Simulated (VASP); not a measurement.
Input of a VASP 6.6.1 run:

Contents of INCAR:

```
SYSTEM = BAs
ALGO = Normal ; EDIFF = 1E-6
ENCUT = 520 ; GGA = PE
ISIF = 2 ; ISMEAR = 0
LASPH = .TRUE. ; LCHARG = .FALSE.
LREAL = .FALSE. ; LWAVE = .FALSE.
NELM = 100 ; PREC = Accurate
SIGMA = 0.011
```

KPOINTS

```
k-points
0
G
  10 10 10
  0 0 0
```

POSCAR

```
BAs
1.0
    0.0000000000      2.3885000000      2.3885000000
    2.3885000000      0.0000000000      2.3885000000
    2.3885000000      2.3885000000      0.0000000000
As B
1 1
Direct
    0.7500000000      0.7500000000      0.7500000000
    0.0000000000      0.0000000000      0.0000000000
```

Potentials or basis: VASP PAW PBE potentials, release 64 (As, B).

Run with:

```bash
$ cat potpaw_PBE.64/As/POTCAR potpaw_PBE.64/B/POTCAR > POTCAR
$ mpirun -np 1 vasp_std > vasp.out
```

Q: Estimate the band gap on the k mesh.

A: 1.18 eV, indirect (least direct gap 3.28 eV).

Q: Predict the pressure.

A: 3.4 GPa.

A k mesh can miss the band edges. A hybrid or GW would open this gap; PBE tends to underestimate it.
